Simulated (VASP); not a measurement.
# SrCl2 (Fm-3m) in VASP: notebook, part 2 of 2

VASP 6.6.1.

## (3) Single point, PBE

Input file INCAR:

```
SYSTEM = SrCl2
ADDGRID = .False. ; ALGO = Normal
EDIFF = 1E-6 ; ENCUT = 550
GGA = PE ; ISIF = 2
ISMEAR = 0 ; LASPH = .True.
LCHARG = .False. ; LREAL = .False.
LWAVE = .False. ; NBANDS = 19
NELM = 100 ; PREC = Accurate
SIGMA = 0.05
```

Input file KPOINTS:

```
k-points
0
Gamma
  7 7 7
  0 0 0
```

Input file POSCAR:

```
SrCl2
1.0
    0.0000000000      3.4883500000      3.4883500000
    3.4883500000      0.0000000000      3.4883500000
    3.4883500000      3.4883500000      0.0000000000
Sr Cl
1 2
Direct
    0.0000000000      0.0000000000      0.0000000000
    0.7500000000      0.7500000000      0.7500000000
    0.2500000000      0.2500000000      0.2500000000
```

Potentials or basis: VASP PAW PBE potentials, release 64 (Sr_sv, Cl).

Command:

```bash
$ cat potpaw_PBE.64/Sr_sv/POTCAR potpaw_PBE.64/Cl/POTCAR > POTCAR
$ mpirun -np 1 vasp_std > vasp.out
```

OUTCAR:

```text
SYSTEM = SrCl2
   EDIFF = 1E-6
   ENCUT = 550
   GGA = PE
   ISIF = 2
   ISMEAR = 0
   LASPH = .True.
   LREAL = .False.
   NELM = 100
   PREC = Accurate

 Found     20 irreducible k-points:

 Following reciprocal coordinates:
            Coordinates               Weight
  0.000000  0.000000  0.000000      1.000000
  0.142857  0.000000  0.000000      8.000000
  0.285714  0.000000  0.000000      8.000000
  0.428571  0.000000  0.000000      8.000000
  0.142857  0.142857  0.000000      6.000000
  0.285714  0.142857  0.000000     24.000000
   k-points           NKPTS =     20   k-points in BZ     NKDIM =     20   number of bands    NBANDS=     19
   number of dos      NEDOS =    301   number of ions     NIONS =      3
   total plane-waves  NPLWV =  64000
   dimension x,y,z NGX =    40 NGY =   40 NGZ =   40
   dimension x,y,z NGXF=    80 NGYF=   80 NGZF=   80
   ions per type =               1   2
   NGX,Y,Z   is equivalent  to a cutoff of  13.48, 13.48, 13.48 a.u.
   NGXF,Y,Z  is equivalent  to a cutoff of  26.96, 26.96, 26.96 a.u.
 SYSTEM =  SrCl2
   PREC   = accura    normal or accurate (medium, high low for compatibility)
   ISTART =      0    job   : 0-new  1-cont  2-samecut
   ICHARG =      2    charge: 1-file 2-atom 10-const
   ISPIN  =      1    spin polarized calculation?
   LNONCOLLINEAR =      F non collinear calculations
   LSORBIT =      F    spin-orbit coupling
   LASPH  =      T    aspherical Exc in radial PAW
   ENCUT  =  550.0 eV  40.42 Ry    6.36 a.u.   9.43  9.43  9.43*2*pi/ulx,y,z
   NELM   =    100;   NELMIN=  2; NELMDL= -5     # of ELM steps
   EDIFF  = 0.1E-05   stopping-criterion for ELM
   LREAL  =      F    real-space projection
   EDIFFG = 0.1E-04   stopping-criterion for IOM
   NSW    =      0    number of steps for IOM
   IBRION =     -1    ionic relax: 0-MD 1-quasi-New 2-CG
   NFREE  =      0    steps in history (QN), initial steepest desc. (CG)
   ISIF   =      2    stress and relaxation
   ISYM   =      2    0-nonsym 1-usesym 2-fastsym
   POTIM  = 0.5000    time-step for ionic-motion
   TEBEG  =    0.0;   TEEND  =   0.0 temperature during run
   PSTRESS=    0.0 pullay stress
   NELECT =      24.0000    total number of electrons
   NUPDOWN=      -1.0000    fix difference up-down
   EMIN   =  10.00;   EMAX   =-10.00  energy-range for DOS
   EFERMI =   0.00;   METHOD = LEGACY
   ISMEAR =     0;   SIGMA  =   0.05  broadening in eV -4-tet -1-fermi 0-gaus
   EFERMI_NEDOS =   21; number of points for ismear=-14 and -15
   IALGO  =     38    algorithm
   IMIX   =      4    mixing-type and parameters
     AMIX     =   0.40;   BMIX     =  1.00
     AMIX_MAG =   1.60;   BMIX_MAG =  1.00
  volume/ion in A,a.u.               =      28.30       190.97
  Fermi-wavevector in a.u.,A,eV,Ry     =   1.074439  2.030396 15.706833  1.154420
  Thomas-Fermi vector in A             =   2.210267
   LORBIT       =      0    0 simple, 1 ext, 2 COOP (PROOUT), +10 PAW based schemes
   GGA     = PE    functional components
   LHFCALC =     F    Hartree Fock is set to
   AEXX    =    0.0000 exact exchange contribution
   IVDW    =     0    specifies the selected vdW correction
   LEPSILON=     F    determine dielectric tensor
   LRPA    =     F    only Hartree local field effects (RPA)
 non-spin polarized calculation
 Gauss-broadening in eV      SIGMA  =   0.05
  energy-cutoff  :      550.00
  volume of cell :       84.90
 maximum number of plane-waves:      2521
 NGX is ok and might be reduce to    40
   NGX = 19   NGY = 19   NGZ = 19

 number of electron      24.0000003 magnetization

 Free energy of the ion-electron system (eV)
  ---------------------------------------------------
  ext. energy  EPLUGINS =         0.00000000
  ---------------------------------------------------
  free energy    TOTEN  =       -12.78246463 eV

  energy without entropy =      -12.78246463  energy(sigma->0) =      -12.78246463

 E-fermi :   0.3836     XC(G=0):  -8.2829

 val. band max:        0.1177633831   @ k =  -0.4286   0.4286   0.0000
 cond. band min:       5.4907864505   @ k =   0.0000   0.0000   0.0000
 fundamental gap:      5.3730230674
 Fermi energy:         0.3835949139

 k-point     1 :       0.0000    0.0000    0.0000
  band No.  band energies     occupation
      1     -32.7341      2.00000
      2     -14.7259      2.00000
      3     -14.7259      2.00000
      4     -14.7259      2.00000
      5     -13.1524      2.00000
      6     -12.3024      2.00000
[... 11 lines left out ...]
     18       9.1882      0.00000
     19       9.4667      0.00000
[... 89 lines left out ...]
 k-point     6 :       0.2857    0.1429    0.0000
  band No.  band energies     occupation
      1     -32.7322      2.00000
      2     -14.9018      2.00000
      3     -14.7462      2.00000
      4     -14.7386      2.00000
      5     -12.8100      2.00000
      6     -12.4320      2.00000
[... 11 lines left out ...]
     18       8.8264      0.00000
     19       9.5060      0.00000

 [... further k-points ...]

------------------------ aborting loop because EDIFF is reached ----------------------------------------

  FORCE on cell =-STRESS in cart. coord.  units (eV):
  Direction    XX          YY          ZZ          XY          YZ          ZX
  --------------------------------------------------------------------------------------
  -------------------------------------------------------------------------------------
  Total        0.5776317      0.5776317      0.5776317      0.0000000      0.0000000     -0.0000000
  in kB       10.9011281     10.9011281     10.9011281      0.0000000      0.0000000     -0.0000000
  external PRESSURE =      10.9011281 kB  Pullay stress =       0.0000000 kB

 VOLUME and BASIS-vectors are now :
 -----------------------------------------------------------------------------
  energy-cutoff  :      550.00
  volume of cell :       84.90
      direct lattice vectors                 reciprocal lattice vectors
     0.000000000  3.488350000  3.488350000    -0.143334241  0.143334241  0.143334241
     3.488350000  0.000000000  3.488350000     0.143334241 -0.143334241  0.143334241
     3.488350000  3.488350000  0.000000000     0.143334241  0.143334241 -0.143334241

 POSITION                                       TOTAL-FORCE (eV/Angst)
 -----------------------------------------------------------------------------------
      0.00000      0.00000      0.00000        -0.000000      0.000000      0.000000
      5.23252      5.23252      5.23252         0.000000      0.000000      0.000000
      1.74418      1.74418      1.74418        -0.000000     -0.000000     -0.000000
 -----------------------------------------------------------------------------------
    total drift:                               -0.000000     -0.000000      0.000000

  FREE ENERGIE OF THE ION-ELECTRON SYSTEM (eV)
  ---------------------------------------------------
  free  energy   TOTEN  =       -12.7824646276 eV

  energy  without entropy=      -12.7824646276  energy(sigma->0) =      -12.78246463
```

stdout:

```text
POSCAR found type information on POSCAR SrCl
 POSCAR found :  2 types and       3 ions
 scaLAPACK will be used
 LDA part: xc-table for (Slater+PW92), standard interpolation
 POSCAR, INCAR and KPOINTS ok, starting setup
 FFT: planning ... GRIDC
 FFT: planning ... GRID_SOFT
 FFT: planning ... GRID
 WAVECAR not read
 entering main loop
```

Wall time 24 s (1 thread of Intel Xeon Platinum 8488C (Sapphire Rapids), shared host); peak memory 0.24 GiB.

The run converged, but some of its settings lie outside the range that counts as converged, so its numbers aren't taken as properties of the crystal.

Results:

```
Free energy            : -12.7825 eV
Pressure               : 1.1 GPa
Band gap on the k mesh : 5.37 eV, indirect (least direct gap 5.68 eV)
```

Caveat: an odd mesh through Γ misses points on the zone boundary, where band edges often lie.

## (4) Single point, PBE

INCAR is that of step 3.

KPOINTS is that of step 3.

Input file POSCAR:

```
SrCl2
1.0
    0.0000000000      3.4883500000      3.4883500000
    3.4883500000      0.0000000000      3.4883500000
    3.4883500000      3.4883500000      0.0000000000
Sr Cl
1 2
Direct
    0.0068970000     -0.0112840000      0.0399150000
    0.7604860000      0.7424010000      0.7508940000
    0.2477780000      0.2469560000      0.2707310000
```

Command:

```bash
$ cat potpaw_PBE.64/Sr_sv/POTCAR potpaw_PBE.64/Cl/POTCAR > POTCAR
$ mpirun -np 1 vasp_std > vasp.out
```

Wall time 4 min (1 thread of Intel Xeon Platinum 8488C (Sapphire Rapids), shared host); peak memory 0.44 GiB.

The run converged, but some of its settings lie outside the range that counts as converged, so its numbers aren't taken as properties of the crystal.

Results:

```
Free energy            : -12.7446 eV
Pressure               : 1.4 GPa
Largest force          : 0.427 eV/Å
Band gap on the k mesh : 5.35 eV, indirect (least direct gap 5.67 eV)
```

Caveat: an odd mesh through Γ misses points on the zone boundary, where band edges often lie.

## (5) Single point, PBE

Changes to INCAR since step 4:

```diff
@@ -2,3 +2,3 @@
 ADDGRID = .False. ; ALGO = Normal
-EDIFF = 1E-6 ; ENCUT = 550
+EDIFF = 1E-6 ; ENCUT = 450
 GGA = PE ; ISIF = 2
```

Input file KPOINTS:

```
k-points
0
Gamma
  8 8 8
  0 0 0
```

Input file POSCAR:

```
SrCl2
1.0
    0.0000000000      3.4883500000      3.4883500000
    3.4883500000      0.0000000000      3.4883500000
    3.4883500000      3.4883500000      0.0000000000
Sr Cl
1 2
Direct
    0.0000000000      0.0000000000      0.0000000000
    0.7500000000      0.7500000000      0.7500000000
    0.2500000000      0.2500000000      0.2500000000
```

Command:

```bash
$ cat potpaw_PBE.64/Sr_sv/POTCAR potpaw_PBE.64/Cl/POTCAR > POTCAR
$ mpirun -np 1 vasp_std > vasp.out
```

It took 24 s on 1 thread of Intel Xeon Platinum 8488C (Sapphire Rapids), shared host; peak memory 0.21 GiB.

These settings aren't checked as converged: the numbers below hold their error.

Results:

```
Free energy            : -12.7809 eV
Pressure               : 1.0 GPa
Band gap on the k mesh : 5.34 eV, indirect (least direct gap 5.50 eV)
```

## (6) For comparison

An earlier run on the cell as given: functional PBE; potentials or basis VASP PAW PBE potentials, release 64 (Sr_sv, Cl); cutoff 520 eV; k mesh 7 × 7 × 7; occupations fermi-dirac, width 0.05 eV; no spin polarisation.

* Pressure: 1.1 GPa
* Band gap on the k mesh: 5.37 eV, indirect (least direct gap 5.68 eV)
